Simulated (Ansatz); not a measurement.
# How settings move the G0W0 gap of MgI2 (fluorite)

Fluorite MgI2, relaxed with r2SCAN; one-shot G0W0 in Ansatz without spin-orbit coupling. The calculation is spin-unpolarised, and the structure need not be a phase that has been made.

```cif
data_structure
_symmetry_space_group_name_H-M 'P 1'
_symmetry_Int_Tables_number 1
_cell_length_a 5.3114
_cell_length_b 5.3114
_cell_length_c 5.3114
_cell_angle_alpha 60.000
_cell_angle_beta 60.000
_cell_angle_gamma 60.000
_cell_volume 105.95
loop_
_atom_site_label
_atom_site_type_symbol
_atom_site_fract_x
_atom_site_fract_y
_atom_site_fract_z
_atom_site_occupancy
Mg1 Mg 0.00000 0.00000 0.00000 1
I1 I 0.25000 0.25000 0.25000 1
I2 I 0.75000 0.75000 0.75000 1
```

Gaps are read over the mesh points alone. G0W0 here is at a finite number of bands, screening cutoff and k mesh, not at the basis limit.
```csv
start,potentials,frequency model,mesh,empty bands,screening cutoff (eV),Kohn-Sham gap (eV),G0W0 gap (eV),rough cost
PBE,PAW,contour deformation,4×4×4,398,140,0.61,1.72,4 core-minutes
PBE,PAW,contour deformation,4×4×4,732,210,0.61,1.78,18 core-minutes
HSE06,PAW,contour deformation,4×4×4,398,140,1.43,2.18,9 core-minutes
LDA,PAW,contour deformation,4×4×4,398,140,0.42,1.59,4 core-minutes
r2SCAN,PAW,contour deformation,4×4×4,398,140,1.34,2.11,4 core-minutes
PBE,PAW,Godby-Needs pole,4×4×4,398,140,0.61,1.70,3 core-minutes
PBE,PAW,contour deformation,4×4×4,172,80,0.61,1.56,40 core-seconds
PBE,norm-conserving,contour deformation,4×4×4,398,140,0.59,1.57,5 core-minutes
```

G0W0 moves the gap on the mesh from 0.61 eV (PBE) to 1.78 eV (X to Γ). Renormalisation factors Z lie between 0.71 and 0.78.

Raising bands and cutoff together moves the gap by +0.16 eV (80 to 140 eV), then +0.06 eV (140 to 210 eV); the last step is still large, so the basis limit isn't reached. Starting from HSE06 (1.43 eV against PBE's 0.61 eV) gives 2.18 eV, +0.46 eV from G0W0@PBE at the same screening cutoff. Starting from LDA (0.42 eV against PBE's 0.61 eV) gives 1.59 eV, -0.13 eV from G0W0@PBE at the same screening cutoff. Starting from r2SCAN (1.34 eV against PBE's 0.61 eV) gives 2.11 eV, +0.39 eV from G0W0@PBE at the same screening cutoff. The Godby-Needs plasmon pole differs from contour deformation by -0.02 eV. Norm-conserving potentials (wave cutoff 1143 eV against 420 eV) shift the quasiparticle gap by -0.15 eV and the PBE gap by -0.02 eV. r2SCAN runs take a wave cutoff of 500 eV.
